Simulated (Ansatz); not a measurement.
# MgSe: the cost of one run

Computed with Ansatz 0.2.0 (DFT PBE, scalar-relativistic, plane waves, PAW, unless a step's input says otherwise).

The COD entry's cell or inner coordinates are ideal or old and differ from later refinements, so a difference from it is no clean test against experiment.

1 further run of the same task is left out (set aside as unsound or not needed).

### 1 The structure to begin with

The structure is cubic, space group Fm-3m (No. 225). The conventional cell has a = 5.509 Å, b = 5.509 Å, c = 5.509 Å, α = 90.00°, β = 90.00°, γ = 90.00°. Mg (site symmetry m-3m) has 6 Se at 2.75 Å as nearest neighbours. Se (site symmetry m-3m) is surrounded by 6 Mg at 2.75 Å.

As a file:

```cif
data_structure
_symmetry_space_group_name_H-M 'P 1'
_symmetry_Int_Tables_number 1
_cell_length_a 3.8954
_cell_length_b 3.8954
_cell_length_c 3.8954
_cell_angle_alpha 60.000
_cell_angle_beta 60.000
_cell_angle_gamma 60.000
_cell_volume 41.80
loop_
_atom_site_label
_atom_site_type_symbol
_atom_site_fract_x
_atom_site_fract_y
_atom_site_fract_z
_atom_site_occupancy
Mg1 Mg 0.00000 0.00000 0.00000 1
Se1 Se 0.50000 0.50000 0.50000 1
```

This cell was relaxed beforehand with the same method: volume 20.90 Å³/atom, gap on the mesh 1.77 eV.

### 2 Static run: bands, density of states and charges

input.yaml

```yaml
crystal:
  lattice:
    - [0.0, 2.7544736754, 2.7544736754]
    - [2.7544736754, 0.0, 2.7544736754]
    - [2.7544736754, 2.7544736754, 0.0]
  atoms:
    - { symbol: Mg, position: [0.0, 0.0, 0.0] }
    - { symbol: Se, position: [0.5, 0.5, 0.5] }
basis:
  ecutwfc: 420
kpoints:
  mp_grid: { grid: [8, 8, 8] }
  band_path:
    path:
      - [[0.0, 0.0, 0.0], [0.5, 0.0, 0.5], [0.625, 0.25, 0.625]]
      - [[0.375, 0.375, 0.75], [0.0, 0.0, 0.0], [0.5, 0.5, 0.5], [0.5, 0.25, 0.75], [0.5, 0.0, 0.5]]
    npoints: 14
hamiltonian:
  xc: pbe
scf:
  occupations: { method: gaussian, width: 0.02 }
  n_extra_bands: 6
output:
  forces: true
  stress: true
  eigenvalues: true
  populations: true
  dos: { projected: true, de: 0.02, nscf_kmesh: { grid: [12, 12, 12] } }
  bader: true
  write_density: true
  write_potential: true
  elf: true
  volumetric_format: npy
```

Command:

```bash
$ ansatz run input.yaml --threads 1 --pin off --max-ram 2560MiB --backend cpu --events-out ev --progress --plain --runs-dir out
```

What time and memory should one allow on 1 thread of Intel Xeon Platinum 8488C (Sapphire Rapids), shared host?

About 16 s, with a peak of 0.41 GiB.
